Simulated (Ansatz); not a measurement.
Rows from a G0W0 calculation on InGa2As2P (zincblende [001] superlattice) (Ansatz 0.2.0; G0W0 on PBEsol, plane waves, PAW; PAW set soft_1; 4×4×2 mesh, 298 empty bands, screening to 60 eV, PAW set soft_1 files), in eV. Spin-orbit coupling is left out.

| row | k | band | start | Σx | Σc at the solution | Vxc |
| --- | --- | --- | --- | --- | --- | --- |
| A | Γ | v1 | 7.559 | -16.731 | 1.453 | -15.218 |
| B | Γ | v3 | 7.401 | -16.179 | 0.987 | -15.167 |
| C | Γ | c2 | 8.771 | -6.981 | -3.670 | -10.881 |
| D | Γ | c1 | 7.868 | -11.593 | -3.147 | -15.378 |
| E | Γ | v2 | 7.459 | -16.825 | 1.479 | -15.279 |
| F | Γ | c3 | 8.923 | -7.635 | -3.640 | -11.561 |

Q: Give the quasiparticle energies and the shift of each level.

The quasiparticle equation reads E = start + Σx + Σc(E) − Vxc.

| row | E (eV) | shift (eV) |
| --- | --- | --- |
| A | 7.499 | −0.060 |
| B | 7.376 | −0.024 |
| C | 9.002 | +0.231 |
| D | 8.505 | +0.638 |
| E | 7.392 | −0.067 |
| F | 9.209 | +0.286 |

The gap over the computed points goes from 0.31 eV to 1.01 eV.

Limits: not at the basis limit; screening runs away on this mesh; no spin-orbit coupling; coarse k mesh.

[Runs of the session that timed out or met a known fault of the program may be left out.]

[Cells called generated may have been cut or substituted from an entry of the Crystallography Open Database or the Materials Project.]

[Hosts, paths, dates, database ids (printed as entryN), source tags and the programs' standing remarks are cut or masked in the printed files.]
